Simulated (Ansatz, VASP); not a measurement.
## One calculation of Tl, two programs

```
CELL_PARAMETERS angstrom
-1.89611 1.89611 1.89611
1.89611 -1.89611 1.89611
1.89611 1.89611 -1.89611
ATOMIC_POSITIONS crystal
Tl 0.00000 0.00000 0.00000
```

Alike in both runs: task relaxation of cell and atoms; functional LDA; k mesh 15 × 15 × 15; occupations fermi-dirac, width 0.05 eV; no spin polarisation.

|  | VASP | Ansatz |
| --- | --- | --- |
| version | VASP 6.6.1 | Ansatz 0.2.0 |
| potentials or method | VASP PAW LDA potentials, release 64 (Tl_d), cutoff 600 eV | all-electron LAPW, non-relativistic |

```csv
,VASP,Ansatz,Ansatz less VASP
relaxed volume (Å³/atom),27.36,29.26,+1.896
relaxed cell length with the largest relative difference (Å),3.288,3.362,+0.0743
energy change over the relaxation (meV/atom),0,-23,-23.0
```

One of these differences is far larger than is usual between the two programs; its cause wasn't traced. Ansatz ran all-electron here, so the differences hold the error of VASP's frozen core and of both bases.

Spin-orbit coupling is left out, which matters for the levels of Tl.
